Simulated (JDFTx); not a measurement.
# InP (F-43m) in JDFTx: further runs

One crystal, InP, is run at these levels: PBEsol; tasks: equation of state.

Everything below comes from runs of JDFTx 1.7.0 (patched build). Logs are shortened: lines on timing, memory, paths and dates and some standing lists are left out, and cuts for length are marked. The log counts tension as positive stress, the text compression.

**What was measured.**

A printed reference work, data compilation reports, for a bulk crystal of InP: bulk modulus 71 GPa.

The runs below are set against these values where they give the same quantity.

**1. Starting point**

Symmetry: F-43m, No. 216, cubic system. The conventional cell has a = 5.861 Å, b = 5.861 Å, c = 5.861 Å, α = 90.00°, β = 90.00°, γ = 90.00°. In (site symmetry -43m) is surrounded by 4 P at 2.54 Å. P (site symmetry -43m) is surrounded by 4 In at 2.54 Å.

**2. Equation of state, PBEsol, 23.66 Å³/atom (volume scaled by 0.94)**

File InP.in:

```
lattice \
    0.0000000000     2.8706770916     2.8706770916 \
    2.8706770916     0.0000000000     2.8706770916 \
    2.8706770916     2.8706770916     0.0000000000
latt-scale 1.889726124626 1.889726124626 1.889726124626
coords-type Lattice
ion In     0.0000000000     0.0000000000     0.0000000000 1
ion P      0.7500000000     0.7500000000     0.7500000000 1

ion-species pseudo/In.upf
ion-species pseudo/P.upf
elec-cutoff 35 280
elec-ex-corr gga-PBEsol
kpoint-folding 8 8 8
elec-smearing Fermi 0.0018374661
elec-n-bands 15
electronic-SCF nIterations 100 energyDiffThreshold 1e-09
electronic-minimize nIterations 30 energyDiffThreshold 1e-7
forces-output-coords Cartesian

dump-name run.$VAR
dump End Ecomponents EigStats BandEigs Kpoints Forces Stress
```

Potentials or basis: PseudoDojo-SR-PBEsol-0.4.1-standard with smoothed tails.

Launch:

```bash
> jdftx -c 1 -i InP.in -o InP.out
```

The log of the run:

```text
*************** JDFTx 1.7.0 (patched build) ***************

Input parsed successfully to the following command list (including defaults):
[... the input with its defaults ...]

---------- Setting up symmetries ----------

Found 48 point-group symmetries of the bravais lattice
Found 24 space-group symmetries with basis
Applied RMS atom displacement 0 bohrs to make symmetries exact.

---------- Initializing the Grid ----------
R =
[            0      5.42479      5.42479  ]
[      5.42479            0      5.42479  ]
[      5.42479      5.42479            0  ]
unit cell volume = 319.286
G =
[  -0.579117   0.579117   0.579117  ]
[   0.579117  -0.579117   0.579117  ]
[   0.579117   0.579117  -0.579117  ]
Minimum fftbox size, Smin = [  60  60  60  ]
Chosen fftbox size, S = [  60  60  60  ]

---------- Initializing tighter grid for wavefunction operations ----------
R =
[            0      5.42479      5.42479  ]
[      5.42479            0      5.42479  ]
[      5.42479      5.42479            0  ]
unit cell volume = 319.286
G =
[  -0.579117   0.579117   0.579117  ]
[   0.579117  -0.579117   0.579117  ]
[   0.579117   0.579117  -0.579117  ]
Minimum fftbox size, Smin = [  44  44  44  ]
Chosen fftbox size, S = [  48  48  48  ]

---------- Exchange Correlation functional ----------
Initalized PBEsol GGA exchange.
Initalized PBEsol GGA correlation.

---------- Setting up pseudopotentials ----------
Width of ionic core gaussian charges (only for fluid interactions / plotting) set to 0

Reading pseudopotential file 'pseudo/In.upf':
  'In' pseudopotential, 'PBESOL' functional
  Generated using ONCVPSP code by D. R. Hamann
  13 valence electrons, 3 orbitals, 6 projectors, 1001 radial grid points, with lMax = 2
    4D    l: 2   occupation: 10.0   eigenvalue: -0.683211
    5S    l: 0   occupation:  2.0   eigenvalue: -0.303394
    5P    l: 1   occupation:  1.0   eigenvalue: -0.092565
  Core radius for overlap checks: 2.17 bohrs.

Reading pseudopotential file 'pseudo/P.upf':
  'P' pseudopotential, 'PBESOL' functional
  Generated using ONCVPSP code by D. R. Hamann
  5 valence electrons, 2 orbitals, 6 projectors, 1001 radial grid points, with lMax = 2
    3S    l: 0   occupation:  2.0   eigenvalue: -0.511448
    3P    l: 1   occupation:  3.0   eigenvalue: -0.201377
  Core radius for overlap checks: 1.66 bohrs.

Initialized 2 species with 2 total atoms.

Folded 1 k-points by 8x8x8 to 512 k-points.

---------- Setting up k-points, bands, fillings ----------
Adding inversion symmetry to k-mesh for non-inversion-symmetric unit cell.
Reduced to 29 k-points under symmetry.
Computing the number of bands and number of electrons
Calculating initial fillings.
nElectrons:  18.000000   nBands: 15   nStates: 29

----- Setting up reduced wavefunction bases (one per k-point) -----
average nbasis = 3158.920 , ideal nbasis = 3157.735

---------- Setting up ewald sum ----------
Optimum gaussian width for ewald sums = 2.463847 bohr.
Real space sum over 1331 unit cells with max indices [  5  5  5  ]
Reciprocal space sum over 2197 terms with max indices [  6  6  6  ]

---------- Allocating electronic variables ----------
Initializing wave functions:  linear combination of atomic orbitals
Note: number of bands (15) exceeds available atomic orbitals (13)
In pseudo-atom occupations:   s ( 2 )  p ( 1 )  d ( 10 )
P pseudo-atom occupations:   s ( 2 )  p ( 3 )
	FillingsUpdate:  mu: +0.335956863  nElectrons: 18.000000
LCAOMinimize: Iter:   0  F: -63.2273702095707222  |grad|_K:  2.867e-03  alpha:  1.000e+00
	FillingsUpdate:  mu: +0.317085332  nElectrons: 18.000000
LCAOMinimize: Iter:   1  F: -63.2409962752485839  |grad|_K:  6.029e-05  alpha:  4.900e-01  linmin: -2.989e-01  cgtest:  8.193e-01
LCAOMinimize: Encountered beta<0, resetting CG.
	FillingsUpdate:  mu: +0.316792079  nElectrons: 18.000000
LCAOMinimize: Iter:   2  F: -63.2410030580881966  |grad|_K:  1.432e-05  alpha:  5.720e-01  linmin:  1.101e-04  cgtest:  1.437e-03
	FillingsUpdate:  mu: +0.316888598  nElectrons: 18.000000
LCAOMinimize: Iter:   3  F: -63.2410035699801298  |grad|_K:  7.215e-07  alpha:  7.646e-01  linmin: -3.939e-03  cgtest:  6.199e-03
	FillingsUpdate:  mu: +0.316887579  nElectrons: 18.000000
LCAOMinimize: Iter:   4  F: -63.2410035716402490  |grad|_K:  3.127e-08  alpha:  9.768e-01  linmin:  8.040e-04  cgtest: -2.111e-02
LCAOMinimize: Converged (|Delta F|<1.000000e-06 for 2 iters).

-------- Electronic minimization -----------
Will mix electronic density at each iteration.
	FillingsUpdate:  mu: +0.316887579  nElectrons: 18.000000
	FillingsUpdate:  mu: +0.304336394  nElectrons: 18.000000
SCF: Cycle:  0   F: -63.280977515268276   dF: -3.997e-02   |Residual|: 4.672e-02   |deigs|: 1.374e-01
	FillingsUpdate:  mu: +0.304919095  nElectrons: 18.000000
SCF: Cycle:  1   F: -63.281742041483170   dF: -7.645e-04   |Residual|: 2.626e-02   |deigs|: 9.021e-03
	FillingsUpdate:  mu: +0.306725076  nElectrons: 18.000000
SCF: Cycle:  2   F: -63.281870096340882   dF: -1.281e-04   |Residual|: 4.379e-03   |deigs|: 3.051e-03
	FillingsUpdate:  mu: +0.307061249  nElectrons: 18.000000
SCF: Cycle:  3   F: -63.281882419102914   dF: -1.232e-05   |Residual|: 1.894e-03   |deigs|: 1.287e-03
	FillingsUpdate:  mu: +0.307399874  nElectrons: 18.000000
SCF: Cycle:  4   F: -63.281885253042667   dF: -2.834e-06   |Residual|: 6.989e-04   |deigs|: 5.406e-04
	FillingsUpdate:  mu: +0.307436290  nElectrons: 18.000000
SCF: Cycle:  5   F: -63.281886336912009   dF: -1.084e-06   |Residual|: 2.932e-04   |deigs|: 6.003e-04
	FillingsUpdate:  mu: +0.307506158  nElectrons: 18.000000
SCF: Cycle:  6   F: -63.281887097936746   dF: -7.610e-07   |Residual|: 4.437e-05   |deigs|: 4.611e-04
	FillingsUpdate:  mu: +0.307510031  nElectrons: 18.000000
SCF: Cycle:  7   F: -63.281887370811923   dF: -2.729e-07   |Residual|: 4.674e-05   |deigs|: 1.652e-04
	FillingsUpdate:  mu: +0.307509590  nElectrons: 18.000000
SCF: Cycle:  8   F: -63.281887559469389   dF: -1.887e-07   |Residual|: 2.175e-05   |deigs|: 2.395e-04
	FillingsUpdate:  mu: +0.307509193  nElectrons: 18.000000
SCF: Cycle:  9   F: -63.281887618334039   dF: -5.886e-08   |Residual|: 1.211e-05   |deigs|: 1.811e-04
	FillingsUpdate:  mu: +0.307509407  nElectrons: 18.000000
SCF: Cycle: 10   F: -63.281887648736905   dF: -3.040e-08   |Residual|: 7.050e-06   |deigs|: 1.340e-04
	FillingsUpdate:  mu: +0.307509717  nElectrons: 18.000000
SCF: Cycle: 11   F: -63.281887659926149   dF: -1.119e-08   |Residual|: 3.519e-06   |deigs|: 6.544e-05
	FillingsUpdate:  mu: +0.307509506  nElectrons: 18.000000
SCF: Cycle: 12   F: -63.281887667299088   dF: -7.373e-09   |Residual|: 1.281e-06   |deigs|: 1.205e-04
	FillingsUpdate:  mu: +0.307509664  nElectrons: 18.000000
SCF: Cycle: 13   F: -63.281887669494211   dF: -2.195e-09   |Residual|: 6.094e-07   |deigs|: 7.931e-05
	FillingsUpdate:  mu: +0.307509692  nElectrons: 18.000000
SCF: Cycle: 14   F: -63.281887671053752   dF: -1.560e-09   |Residual|: 5.266e-07   |deigs|: 1.562e-04
	FillingsUpdate:  mu: +0.307509745  nElectrons: 18.000000
SCF: Cycle: 15   F: -63.281887671471416   dF: -4.177e-10   |Residual|: 2.395e-07   |deigs|: 9.468e-05
	FillingsUpdate:  mu: +0.307509763  nElectrons: 18.000000
SCF: Cycle: 16   F: -63.281887671765979   dF: -2.946e-10   |Residual|: 2.043e-07   |deigs|: 1.227e-04
SCF: Converged (|Delta E|<1.000000e-09 for 2 iters).

Setting wave functions to eigenvectors of Hamiltonian

# Stress tensor in Cartesian coordinates [Eh/a0^3]:
[ -0.000193021            0            0  ]
[            0 -0.000193021            0  ]
[            0            0 -0.000193021  ]

# Ionic positions in lattice coordinates:
ion In   0.000000000000000   0.000000000000000   0.000000000000000 1
ion P   0.750000000000000   0.750000000000000   0.750000000000000 1

# Forces in Cartesian coordinates:
force In  -0.000000000000000   0.000000000000000  -0.000000000000000 1
force P   0.000000000000000  -0.000000000000000  -0.000000000000000 1

# Energy components:
   Eewald =      -45.7950574216016193
       EH =       17.8716388049488693
     Eloc =      -54.1069421198858507
      Enl =      -13.6426344692840793
      Exc =      -21.9106788082583073
 Exc_core =        9.9497878339941401
       KE =       44.3519985300495350
-------------------------------------
     Etot =      -63.2818876500373122
       TS =        0.0000000217286696
-------------------------------------
        F =      -63.2818876717659791

IonicMinimize: Iter:   0  F: -63.281887671765979  |grad|_K:  6.953e-36
IonicMinimize: Converged (|grad|_K<1.000000e-04).

#--- Lowdin population analysis ---
# oxidation-state In +0.288
# oxidation-state P -0.252

Dumping 'run.eigStats' ...
	eMin: -0.247305 at state 20 ( [ +0.000000 +0.500000 +0.500000 ] spin 0 )
	HOMO: +0.289037 at state 0 ( [ +0.000000 +0.000000 +0.000000 ] spin 0 )
	mu  : +0.307510
	LUMO: +0.323789 at state 0 ( [ +0.000000 +0.000000 +0.000000 ] spin 0 )
	eMax: +0.723626 at state 28 ( [ +0.250000 +0.500000 -0.250000 ] spin 0 )
	HOMO-LUMO gap: +0.034751
	Optical gap  : +0.034751 at state 0 ( [ +0.000000 +0.000000 +0.000000 ] spin 0 )
Done!
[note: mu as printed may lie anywhere between the filled and the empty levels]
```

Run time: 1.9 min. Hardware: 1 thread of Arm Neoverse V2, shared host; peak memory 0.13 GiB.

What came out:

```
Free energy            : -1721.9879 eV
Pressure               : 5.7 GPa
Band gap on the k mesh : 0.95 eV, direct
Loewdin charges        : In +0.29; P -0.25 e
```

Caveat: spin-orbit coupling is left out, which moves the levels of the heavy elements.

**3. Equation of state, PBEsol, 24.16 Å³/atom (volume scaled by 0.96)**

InP.in, as its differences from that of step 2:

```diff
@@ -1,5 +1,5 @@
 lattice \
-    0.0000000000     2.8706770916     2.8706770916 \
-    2.8706770916     0.0000000000     2.8706770916 \
-    2.8706770916     2.8706770916     0.0000000000
+    0.0000000000     2.8908937935     2.8908937935 \
+    2.8908937935     0.0000000000     2.8908937935 \
+    2.8908937935     2.8908937935     0.0000000000
 latt-scale 1.889726124626 1.889726124626 1.889726124626
```

Potentials or basis: PseudoDojo-SR-PBEsol-0.4.1-standard with smoothed tails.

Launch:

```bash
> jdftx -c 1 -i InP.in -o InP.out
```

Wall time 1.8 min (1 thread of Arm Neoverse V2, shared host); peak memory 0.13 GiB.

It converged, with:

```yaml
Free_energy: -1722.0177 eV
Pressure: 3.8 GPa
Band_gap_on_the_k_mesh: 0.83 eV, direct
Loewdin_charges: In +0.29; P -0.25 e
```

Caveat: spin-orbit coupling is left out, which moves the levels of the heavy elements.

**4. Equation of state, PBEsol, 24.66 Å³/atom (volume scaled by 0.98)**

InP.in, as its differences from that of step 3:

```diff
@@ -1,5 +1,5 @@
 lattice \
-    0.0000000000     2.8908937935     2.8908937935 \
-    2.8908937935     0.0000000000     2.8908937935 \
-    2.8908937935     2.8908937935     0.0000000000
+    0.0000000000     2.9108316221     2.9108316221 \
+    2.9108316221     0.0000000000     2.9108316221 \
+    2.9108316221     2.9108316221     0.0000000000
 latt-scale 1.889726124626 1.889726124626 1.889726124626
```

Launch:

```bash
> jdftx -c 1 -i InP.in -o InP.out
```

It took 1.8 min on 1 thread of Arm Neoverse V2, shared host; peak memory 0.13 GiB.

It converged, with:

```yaml
Free_energy: -1722.0366 eV
Pressure: 2.2 GPa
Band_gap_on_the_k_mesh: 0.72 eV, direct
Loewdin_charges: In +0.29; P -0.25 e
```

Caveat: spin-orbit coupling is left out, which moves the levels of the heavy elements.

**5. Equation of state, PBEsol, 25.17 Å³/atom**

InP.in, as its differences from that of step 4:

```diff
@@ -1,5 +1,5 @@
 lattice \
-    0.0000000000     2.9108316221     2.9108316221 \
-    2.9108316221     0.0000000000     2.9108316221 \
-    2.9108316221     2.9108316221     0.0000000000
+    0.0000000000     2.9305000000     2.9305000000 \
+    2.9305000000     0.0000000000     2.9305000000 \
+    2.9305000000     2.9305000000     0.0000000000
 latt-scale 1.889726124626 1.889726124626 1.889726124626
```

Launch:

```bash
> jdftx -c 1 -i InP.in -o InP.out
```

Run time: 1.8 min. Hardware: 1 thread of Arm Neoverse V2, shared host; peak memory 0.13 GiB.

It converged, with:

```yaml
Free_energy: -1722.0456 eV
Pressure: 0.7 GPa
Band_gap_on_the_k_mesh: 0.61 eV, direct
Loewdin_charges: In +0.28; P -0.25 e
```

Caveat: spin-orbit coupling is left out, which moves the levels of the heavy elements.

**6. Equation of state, PBEsol, 25.67 Å³/atom (volume scaled by 1.02)**

InP.in, as its differences from that of step 5:

```diff
@@ -1,5 +1,5 @@
 lattice \
-    0.0000000000     2.9305000000     2.9305000000 \
-    2.9305000000     0.0000000000     2.9305000000 \
-    2.9305000000     2.9305000000     0.0000000000
+    0.0000000000     2.9499078504     2.9499078504 \
+    2.9499078504     0.0000000000     2.9499078504 \
+    2.9499078504     2.9499078504     0.0000000000
 latt-scale 1.889726124626 1.889726124626 1.889726124626
```

Potentials or basis: PseudoDojo-SR-PBEsol-0.4.1-standard with smoothed tails.

Launch:

```bash
> jdftx -c 1 -i InP.in -o InP.out
```

It took 1.9 min on 1 thread of Arm Neoverse V2, shared host; peak memory 0.13 GiB.

Results (log left out):

* Free energy: -1722.0458 eV
* Pressure: -0.6 GPa
* Band gap on the k mesh: 0.51 eV, direct
* Loewdin charges: In +0.28; P -0.25 e

Caveat: spin-orbit coupling is left out, which moves the levels of the heavy elements.

**7. Equation of state, PBEsol, 26.17 Å³/atom (volume scaled by 1.04)**

InP.in, as its differences from that of step 6:

```diff
@@ -1,5 +1,5 @@
 lattice \
-    0.0000000000     2.9499078504     2.9499078504 \
-    2.9499078504     0.0000000000     2.9499078504 \
-    2.9499078504     2.9499078504     0.0000000000
+    0.0000000000     2.9690636329     2.9690636329 \
+    2.9690636329     0.0000000000     2.9690636329 \
+    2.9690636329     2.9690636329     0.0000000000
 latt-scale 1.889726124626 1.889726124626 1.889726124626
```

Launch:

```bash
> jdftx -c 1 -i InP.in -o InP.out
```

Run time: 1.9 min. Hardware: 1 thread of Arm Neoverse V2, shared host; peak memory 0.14 GiB.

Results (log left out):

| Item | Value |
| --- | --- |
| Free energy | -1722.0382 eV |
| Pressure | -1.8 GPa |
| Band gap on the k mesh | 0.40 eV, direct |
| Loewdin charges | In +0.28; P -0.25 e |

Caveat: spin-orbit coupling is left out, which moves the levels of the heavy elements.

**8. Equation of state, PBEsol, 26.68 Å³/atom (volume scaled by 1.06)**

InP.in, as its differences from that of step 7:

```diff
@@ -1,5 +1,5 @@
 lattice \
-    0.0000000000     2.9690636329     2.9690636329 \
-    2.9690636329     0.0000000000     2.9690636329 \
-    2.9690636329     2.9690636329     0.0000000000
+    0.0000000000     2.9879753761     2.9879753761 \
+    2.9879753761     0.0000000000     2.9879753761 \
+    2.9879753761     2.9879753761     0.0000000000
 latt-scale 1.889726124626 1.889726124626 1.889726124626
```

Launch:

```bash
> jdftx -c 1 -i InP.in -o InP.out
```

It took 1.9 min on 1 thread of Arm Neoverse V2, shared host; peak memory 0.15 GiB.

The run converged. Its results:

```yaml
Free_energy: -1722.0236 eV
Pressure: -2.9 GPa
Band_gap_on_the_k_mesh: 0.30 eV, direct
Loewdin_charges: In +0.28; P -0.25 e
```

Caveat: spin-orbit coupling is left out, which moves the levels of the heavy elements.

**9. Equation of state, PBEsol**

Potentials or basis: PseudoDojo-SR-PBEsol-0.4.1-standard with smoothed tails.

No new run: the results of the series are fitted here.

What came out:

| Quantity | Value |
| --- | --- |
| Equilibrium volume | 25.43 Å³/atom |
| Bulk modulus | 67 GPa |
| Pressure derivative of the bulk modulus | 4.6 |

Energy against volume, from the lowest point:
```tsv
volume (Å³/atom)	energy (meV/atom)
23.657	28.96
24.160	14.05
24.663	4.63
25.167	0.12
25.670	0.00
26.173	3.81
26.677	11.12
```

**10. Against experiment**

Step 9. A measured bulk modulus of InP is 71 GPa (a printed reference work, data compilation); the calculated 67 GPa misses it by -6.3 %. The fit is for a static lattice scaled at fixed shape and fixed fractional positions.
